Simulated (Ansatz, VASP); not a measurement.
**One calculation of C, two programs**

```
C
1.0
     2.46607    0.00000    0.00000
    -1.23303    2.13568    0.00000
     0.00000    0.00000   28.00000
C
2
Cartesian
  0.0000 1.4238 14.0000
  1.2330 0.7119 14.0000
```

The cell was built by a generator and needn't be a form met in nature.

Alike in both runs: functional PBE; dispersion D3(BJ); k mesh 9 × 9 × 1; occupations gaussian, width 0.1 eV; no spin polarisation.

Ansatz relaxed the structure, and its values are those at the end. VASP's run is a single point on that final structure, the one shown.

```csv
,VASP,Ansatz
version,VASP 6.6.1,Ansatz 0.2.0
potentials or method,"VASP PAW PBE potentials, release 64 (C)","scalar-relativistic, plane waves, PAW"
plane-wave cutoff (eV),520,420
valence electrons in the cell,8,8
```

VASP gave:

* gap on the k mesh at the Fermi level (eV): none
* work function, face that differs most (eV): 4.23

**Question.** What did Ansatz give for the same quantities?

**Answer.** gap on the k mesh at the Fermi level (eV): none; work function, face that differs most (eV): 4.24.

A gap of «none» marks a metal or a gap that the smearing closes.
